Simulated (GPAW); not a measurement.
Input of a GPAW 26.7.0 run:

The input run.py:

```python
from ase import Atoms
from ase.dft.bandgap import bandgap
from ase.io import write
from ase.units import GPa
from gpaw import GPAW, PW

atoms = Atoms(['Zn', 'Zn', 'S', 'S'],
              cell=[[3.811, 0.0, 0.0],
                    [-1.9055, 3.3004228138, 0.0],
                    [0.0, 0.0, 6.234]],
              scaled_positions=[[0.6666666667, 0.3333333333, 0.5],
                                [0.3333333333, 0.6666666667, 0.0],
                                [0.6666666667, 0.3333333333, 0.885],
                                [0.3333333333, 0.6666666667, 0.385]],
              pbc=True)

calc = GPAW(mode=PW(600),
            xc='PBE',
            kpts={'size': (8, 8, 5), 'gamma': True},
            occupations={'name': 'methfessel-paxton', 'order': 0, 'width': 0.013000000000000001},
            nbands=31,
            convergence={'density': 1e-05, 'energy': 1e-05},
            maxiter=150,
            txt='gpaw.txt')
atoms.calc = calc
energy = atoms.get_potential_energy()
forces = atoms.get_forces()
stress = atoms.get_stress()
calc.write('gs.gpw')
write('result.traj', atoms)
print(f'Energy: {energy:.6f} eV')
print('Forces (eV/A):')
print(forces.round(4))
print('Stress (GPa):', (stress / GPa).round(3))
print('Fermi level:', round(calc.get_fermi_level(), 4), 'eV')
print(f'Gap: {bandgap(calc)[0]:.4f} eV, direct: {bandgap(calc, direct=True)[0]:.4f} eV')
```

Potentials or basis: GPAW PAW data sets (gpaw-data 1.2.1), pw.

The run is started by

```bash
$ OMP_NUM_THREADS=1 python run.py
```

Task: What does it give for the pressure?

Result: 2.4 GPa.

Task: Predict the band gap on the k mesh.

Result: 2.24 eV, direct.

Task: Estimate the largest force.

Result: 0.328 eV/Å.

Stress tensor (GPa, compression positive):
```
3.07 0.00 0.00
0.00 3.07 0.00
0.00 0.00 0.95
```

**Experimental background.**

A printed reference work, monograph reports, for a bulk crystal of ZnS at 4 K: band gap 3.911 eV (direct).

A measured gap of ZnS is 3.911 eV (direct; 4 K; a printed reference work, monograph); the calculated 2.24 eV misses it by -1.67 eV. The value is that of PBE, without temperature or zero-point motion. Semilocal functionals fall short of measured gaps as a rule.
